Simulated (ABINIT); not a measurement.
Runs of ABINIT 10.8.3 (patched build) on GaP. It takes space group F-43m (No. 216, cubic). The conventional cell has a = 5.451 Å, b = 5.451 Å, c = 5.451 Å, α = 90.00°, β = 90.00°, γ = 90.00°. Around Ga (site symmetry -43m) lie 4 P at 2.36 Å. Around P (site symmetry -43m) lie 4 Ga at 2.36 Å. 

```tsv
task	level	potentials or basis	spin	k mesh	gap on the mesh (eV)	pressure (GPa)
band structure	LDA-VWN	JTH PAW LDA v2.0	SOC, no magnetisation	8 × 8 × 8	1.46	-2.8
single point	PBEsol	JTH PAW PBE v2.0	off	5 × 5 × 5	1.47	(c)
band structure	HCTH407	JTH PAW PBE v2.0	SOC, no magnetisation	8 × 8 × 8	1.95	2.9
band structure	LDA-PZ	JTH PAW LDA v2.0	off	8 × 8 × 8	(a)	(b)
```

Alike in all rows: cell as given; cutoff (eV) 544; smearing fermi-dirac 0.05 eV.

Q: Estimate the missing entries.

A: (a) 1.49; (b) -2.7; (c) -0.3.

Caveats: the PAW data sets were made with another functional, which shifts forces and pressure a little (some runs); an odd mesh through Γ misses points on the zone boundary, where band edges often lie (some runs).

A k mesh can miss the band edges, and rows without SOC leave out spin-orbit coupling on Ga.
